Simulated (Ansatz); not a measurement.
# Ruthenium, bcc under PBE: structure, energy and stiffness

Aim: take ruthenium in the bcc structure, relax it, solve it on a dense k-mesh, then scale the cell to 7 volumes from 88 to 112 % of the relaxed one and try a fit of the equation of state. The start is ferromagnetic. The k-meshes are 15×15×15 for the relaxation; 24×24×24 for the dense run; 24×24×24 for the volumes.

This is Ru in the bcc structure; at room conditions it is hcp.

Computed with Ansatz 0.2.0 (DFT PBE, plane waves (420 eV) with PAW, scalar-relativistic, unless a step says otherwise).

## (1) The system as given

The structure is cubic, space group Im-3m (No. 229). Conventional cell: a = 3.004 Å, b = 3.004 Å, c = 3.004 Å, α = 90.00°, β = 90.00°, γ = 90.00°. Ru (site symmetry m-3m) is surrounded by 8 Ru at 2.60 Å.

Structure file:

```cif
data_structure
_symmetry_space_group_name_H-M 'Im-3m'
_symmetry_Int_Tables_number 229
_cell_length_a 3.0041
_cell_length_b 3.0041
_cell_length_c 3.0041
_cell_angle_alpha 90.000
_cell_angle_beta 90.000
_cell_angle_gamma 90.000
_cell_volume 27.11
loop_
_atom_site_label
_atom_site_type_symbol
_atom_site_symmetry_multiplicity
_atom_site_Wyckoff_symbol
_atom_site_fract_x
_atom_site_fract_y
_atom_site_fract_z
_atom_site_occupancy
Ru1 Ru 2 a 0.00000 0.00000 0.00000 1
```

Starting moments (μB): +1.

## (2) Relaxation of the cell

input.yaml reads:

```yaml
crystal:
  lattice:
    - [-1.5020265709, 1.5020265709, 1.5020265709]
    - [1.5020265709, -1.5020265709, 1.5020265709]
    - [1.5020265709, 1.5020265709, -1.5020265709]
  atoms:
    - { symbol: Ru, position: [0.0, 0.0, 0.0], spin: 1.0 }
hamiltonian:
  xc: pbe
  pseudopotentials:
    kind: paw
    azcp:
      Ru: "pseudopotentials/Ru.paw.azcp"
basis:
  ecutwfc: 420
  fft_grid_basis: typed
kpoints:
  mp_grid: { grid: [15, 15, 15], shift: [0, 0, 0] }
magnetization:
  spin_polarized: true
scf:
  occupations: { method: fermi_dirac, width: 0.05 }
relax:
  max_steps: 60
  f_tol: 0.01
  cell: {}
```

Further steps of the session: Single point on a dense mesh; Volume × 0.88; Volume × 0.92; Volume × 0.96; Volume × 1.0; Volume × 1.04; Volume × 1.08; Volume × 1.12.

**Question.** What will these runs give? Wanted: space group; conventional cell; volume; shortest distance; gap on the mesh; magnetic state; relative to hcp.

As calculated:

| quantity | value |
| --- | --- |
| space group (spins left aside) | Im-3m (No. 229) |
| conventional cell | a = 3.053 Å |
| volume | 14.230 Å³/atom |
| shortest distance | 2.644 Å |
| gap on the mesh | none (levels filled in part) |
| magnetic state | non-magnetic |
| relative to hcp | +627 meV/atom |

What this shows: The relaxation enlarged the cell by 5.0 % in volume. It lies 627 meV/atom above the element's reference form at the same level (hcp, from a run of its own), so it is far from stable. The starting moments do not survive. No gap shows: it is a metal or semimetal at this level. The symmetry was held, so the structure may be unstable against distortions that break it.
